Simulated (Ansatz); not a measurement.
ZrSi₂ (MoSi2-type structure)

Level of theory: DFT, PBE, scalar-relativistic, no spin polarisation; plane waves to 420 eV with PAW datasets (Ansatz 0.2.0), 14×14×14 k-mesh, Gaussian smearing of 0.05 eV. The datasets are Ansatz's generated set soft_2.

```yaml
crystal:
  lattice:
    - [-1.64386, 1.64386, 4.58521]
    - [1.64386, -1.64386, 4.58521]
    - [1.64386, 1.64386, -4.58521]
  atoms:
    - { symbol: Zr, position: [0.00000, 0.00000, 0.00000] }
    - { symbol: Si, position: [0.31004, 0.31004, 0.00000] }
    - { symbol: Si, position: [0.68996, 0.68996, 0.00000] }
```

This is a trial structure; measured cells of the compound in the Crystallography Open Database are in space group Cmcm.

Task: Which orbitals carry the states at the Fermi level, and how many states are there?

Result: Within 0.1 eV of it: Zr 4d 50 %, Si 3p 44 % (shares among the projected shells). The density of states at the Fermi level is about 2.5 states/eV per cell, averaged over 0.3 eV.

Density of states (tetrahedra, averaged over 0.4 eV; states/eV per cell of 3 atoms; energy in eV from the Fermi level):

```json
{"E (eV)": "-6.45", "DOS": "1.10"}
{"E (eV)": "-6.05", "DOS": "0.77"}
{"E (eV)": "-5.65", "DOS": "0.44"}
{"E (eV)": "-5.25", "DOS": "0.49"}
{"E (eV)": "-4.85", "DOS": "0.83"}
{"E (eV)": "-4.45", "DOS": "1.23"}
{"E (eV)": "-4.05", "DOS": "1.14"}
{"E (eV)": "-3.65", "DOS": "1.26"}
{"E (eV)": "-3.25", "DOS": "1.18"}
{"E (eV)": "-2.85", "DOS": "1.76"}
{"E (eV)": "-2.45", "DOS": "1.60"}
{"E (eV)": "-2.05", "DOS": "1.53"}
{"E (eV)": "-1.65", "DOS": "1.50"}
{"E (eV)": "-1.25", "DOS": "1.92"}
{"E (eV)": "-0.85", "DOS": "2.52"}
{"E (eV)": "-0.45", "DOS": "1.99"}
{"E (eV)": "-0.05", "DOS": "2.46"}
{"E (eV)": "0.35", "DOS": "1.30"}
{"E (eV)": "0.75", "DOS": "0.88"}
{"E (eV)": "1.15", "DOS": "1.48"}
{"E (eV)": "1.55", "DOS": "1.33"}
{"E (eV)": "1.95", "DOS": "1.27"}
{"E (eV)": "2.35", "DOS": "1.22"}
{"E (eV)": "2.75", "DOS": "1.60"}
{"E (eV)": "3.15", "DOS": "2.31"}
{"E (eV)": "3.55", "DOS": "2.83"}
{"E (eV)": "3.95", "DOS": "2.71"}
```
